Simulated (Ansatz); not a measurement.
**InP3: enthalpy against pressure**

InP3, R-3m, a = 7.430 Å, c = 9.838 Å. The structure is a COD entry; whether it is the stable form wasn't checked. Ansatz: PBEsol, PAW, 420 eV, Γ-centred 6×6×6 mesh on 8 atoms, Gaussian smearing 0.10 eV; no spin polarisation. Cell and atoms are relaxed at each pressure, and no other structure is tried, so the rows at high pressure may lie past a change of phase. y is the enthalpy over the state at zero pressure; there V0 = 19.598 Å³/atom. The pressures are the targets, met within 0.03 GPa.

| P (GPa) | y (eV/atom) |
| --- | --- |
| -2.0 | ? |
| 0.0 | 0.0000 |
| 2.0 | 0.2407 |
| 5.0 | 0.5886 |
| 10.0 | 1.1410 |
| 20.0 | 2.1708 |

Problem. Fit y = c1 P + c2 P² + c3 P³ to the other rows, say what c1 and c2 mean, and predict the missing value.

Solution. Least squares on the rows shown. y = 0.12200 P − 0.00090872 P² + 1.1775×10⁻⁵ P³. Since dH/dP = V, c1 is V0: 0.12200 eV/GPa × 160.2 = 19.544 Å³ against 19.598; c2 = −V0/(2B0) gives B0 = 67 GPa, where a Birch–Murnaghan fit to the volumes of the same runs (not shown) gives 57 GPa: a cubic over this range folds the higher terms into c2. At P = -2.0 the fit asked for gives -0.2477 eV/atom. The run gave -0.2492 eV/atom, so the fit is 0.0015 eV/atom too high, 0.062 % of the span of the series, against an rms of 0.0002 eV/atom on the fitted rows. The row lies outside the fitted range. With a term in P⁴ added, a fit to the same known rows (none to spare) predicts -0.2491 eV/atom, so most of the miss is curvature that the known rows already hold.